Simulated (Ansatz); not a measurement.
Input and command of a plane-wave DFT calculation in Ansatz:

```yaml
crystal:
  lattice:
    - [2.8790372485, 0.0, 0.0]
    - [0.0, 2.8790372485, 0.0]
    - [0.0, 0.0, 2.7887145113]
  atoms:
    - { symbol: Al, position: [0.0, 0.0, 0.0] }
    - { symbol: Co, position: [0.5, 0.5, 0.5] }
basis:
  ecutwfc: 420
kpoints:
  mp_grid: { grid: [18, 18, 18] }
hamiltonian:
  xc: pbesol
scf:
  occupations: { method: gaussian, width: 0.1 }
output:
  forces: true
  stress: true
  eigenvalues: true
relax:
  adjacent_minimum: "off"
  f_tol: 0.008
  max_steps: 40
  cell: { stress_tol: 0.015, fix: [a, b, gamma] }
```

```bash
ansatz run input.yaml --threads 1 --pin off --max-ram 2560MiB --backend cpu --events-out ev --progress --plain --runs-dir out
```

Processor: AMD EPYC 7R43 64-Core Processor (Zen 3), 1 thread, on a host shared with other jobs.

**Question.** How long does it run, and how much memory does it take?

**Answer.** About 28 s on 1 thread of AMD EPYC 7R43 64-Core Processor (Zen 3), on a shared host, peak memory 0.53 GiB. It solves 14 bands at 550 k points (the mesh reduced by the symmetry that the task leaves, which can be less than the crystal's) with about 461 plane waves (on the last cell), in 24 SCF iterations over 4 ionic steps.
